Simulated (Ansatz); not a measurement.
This Ansatz 0.2.0 run on Ba needs a look.

Contents of input.yaml:

```yaml
crystal:
  lattice:
    - [-2.5065, 2.5065, 2.5065]
    - [2.5065, -2.5065, 2.5065]
    - [2.5065, 2.5065, -2.5065]
  atoms:
    - { symbol: Ba, position: [0.0, 0.0, 0.0] }
hamiltonian:
  xc: r2scan
  pseudopotentials: { kind: paw }
kpoints:
  mp_grid: { grid: [8, 8, 8] }
  band_path:
    path:
      - [[0.0, 0.0, 0.0], [0.5, -0.5, 0.5], [0.0, 0.0, 0.5], [0.0, 0.0, 0.0], [0.25, 0.25, 0.25], [0.5, -0.5, 0.5]]
      - [[0.25, 0.25, 0.25], [0.0, 0.0, 0.5]]
    npoints: 14
scf:
  occupations: { method: fermi_dirac, width: 0.05 }
  n_extra_bands: 6
  convergence: { dr2_threshold: 0.0 }
  max_iter: 75
output:
  forces: true
  stress: true
  eigenvalues: true
  fatbands: false
```

Potentials or basis: Ansatz PAW.

The run is started by

```sh
$ ansatz run input.yaml --threads 2 --pin off --max-ram 5632MiB --backend cpu --events-out ev --progress --plain --runs-dir out
```

Output:

```text
Error: invalid value for `scf.convergence.dr2_threshold`: must be finite and > 0; got 0 eV
```

How did it end, and where is the flaw?

The input was rejected before any iteration. The input holds a flaw that was put in on purpose: a threshold that can't be met (scf.convergence.dr2_threshold = 0).
